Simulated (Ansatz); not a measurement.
**YN: the cell at several levels of theory**

How does the equilibrium cell of the known phase of YN (Fm-3m) with 2 atoms a cell depend on the functional? It is relaxed with PBE, r2SCAN, PBEsol, LDA and HSE06.

The runs shown are made with Ansatz 0.2.0. PAW datasets, plane waves, zero pressure. The values are computed, spin-unpolarised, and not measurements.

## (1) Starting point

Space group Fm-3m (No. 225), cubic; conventional cell a = 4.877 Å, 14.50 Å³ an atom. Y has 6 N at 2.44 Å; N has 6 Y at 2.44 Å.

Structure file:

```
CELL_PARAMETERS angstrom
0.00000 2.43850 2.43850
2.43850 0.00000 2.43850
2.43850 2.43850 0.00000
ATOMIC_POSITIONS crystal
Y 0.00000 0.00000 0.00000
N 0.50000 0.50000 0.50000
```

## (2) PBE: cell and atoms

input.yaml reads:

```yaml
crystal:
  lattice:
    - [0.0, 2.4385, 2.4385]
    - [2.4385, 0.0, 2.4385]
    - [2.4385, 2.4385, 0.0]
  atoms:
    - { symbol: "Y", position: [0.0, 0.0, 0.0] }
    - { symbol: "N", position: [0.5, 0.5, 0.5] }
kpoints:
  mp_grid: { grid: [8, 8, 8] }
hamiltonian:
  xc: pbe
scf:
  occupations: { method: fermi_dirac, width: 0.02 }
relax:
  f_tol: 0.005
  cell: {}
```

Launch:

```
> ansatz run input.yaml --threads 2 --pin off --max-ram 2211MiB --backend cpu --events-out ev --progress --plain --runs-dir out
```

After this run come: Relaxing with r2SCAN; Relaxing with PBEsol; Relaxation with LDA; Relaxation with HSE06.

What does the calculation give? Wanted: for each run, a; volume; space group; SCF geometries.

**Answer**, as computed:

```
 level  a (Å)  volume (Å³/atom)  space group  SCF geometries
   PBE  4.906            14.763        Fm-3m               7
r2SCAN  4.896            14.671        Fm-3m               4
PBEsol  4.857            14.321        Fm-3m               7
   LDA  4.820            14.000        Fm-3m               8
 HSE06  4.883            14.552        Fm-3m               4
```

What this shows: From the start to the first minimum the volume moved by +1.8 %. LDA gives the smallest cell and PBE the largest; they differ by 5.5 % in volume, a mean of 1.8 % in length. The meshes differ: PBE 8×8×8, r2SCAN 8×8×8, PBEsol 8×8×8, LDA 8×8×8, HSE06 6×6×6.
